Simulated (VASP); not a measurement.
A run of VASP 6.6.1 is set up as follows.

File INCAR:

```
  ALGO = Fast
  EDIFF = 1E-7
  ENCUT = 520
  GGA = CA
  ISIF = 2
  ISMEAR = 0
  ISPIN = 2
  LASPH = True
  LCHARG = False
  LDAU = True
  LDAUJ = 0 0
  LDAUL = 2 -1
  LDAUPRINT = 1
  LDAUTYPE = 2
  LDAUU = 4 0
  LMAXMIX = 4
  LORBIT = 11
  LREAL = False
  LWAVE = False
  MAGMOM = 1 0
  NBANDS = 20
  NELM = 100
  NUPDOWN = 0
  PREC = Accurate
  SIGMA = 0.05
```

The input KPOINTS:

```
k-points
0
Gamma
  7 7 6
```

POSCAR

```
TiO
1.0
    3.0094341500      0.0000000000      0.0000000000
   -1.5047170800      2.6062464300      0.0000000000
    0.0000000000      0.0000000000      2.9370586300
Ti O
1 1
Direct
    0.0000000000      0.0000000000      0.0000000000
    0.6666666667      0.3333333333      0.5000000000
```

Potentials or basis: VASP PAW LDA potentials, release 64 (Ti_sv, O).

Launch:

```sh
$ cat potpaw_LDA.64/Ti_sv/POTCAR potpaw_LDA.64/O/POTCAR > POTCAR
$ mpirun -np 1 vasp_std > vasp.out
```

Task: What does it give for the pressure?

Result: -31.2 GPa.

Stress tensor (GPa, compression positive):
```
-31.98   0.00   0.00
  0.00 -31.98   0.00
  0.00   0.00 -29.60
```

Caveat: a pressure of tens of GPa on the cell as given is suspect, and the run, the potentials or the cell itself is likely at fault; the total moment is fixed, so each spin has its own Fermi level. The state reached can hang on the start; a lower one may exist.
